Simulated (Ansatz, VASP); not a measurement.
**One calculation of Si, two programs**

```
Si
1.0
     1.90985    0.00000    0.00000
     0.00000    1.90985    0.00000
     0.00000    0.00000    1.90985
Si
1
Cartesian
  0.0000 0.0000 0.0000
```

Change from the starting cell: volume scaled by 0.43, LAPW.

Alike in both runs: task single point; functional PBE; k mesh 15 × 15 × 15; occupations fermi-dirac, width 0.08 eV; no spin polarisation.

|  | VASP | Ansatz |
| --- | --- | --- |
| version | VASP 6.6.1 | Ansatz 0.2.0 |
| potentials or method | VASP PAW PBE potentials, release 64 (Si), cutoff 520 eV | all-electron LAPW, scalar-relativistic |

VASP gave:

* pressure (GPa): 444.9

Problem. What did Ansatz give for the same quantities?

Solution. Pressure (GPa): 444.1.

Ansatz ran all-electron here, so the differences hold the error of VASP's frozen core and of both bases.

Caveats: the cell as given lies far from equilibrium; so large a pressure means that the cell lies far from this level's equilibrium, or that cutoff or potentials fall short (VASP).
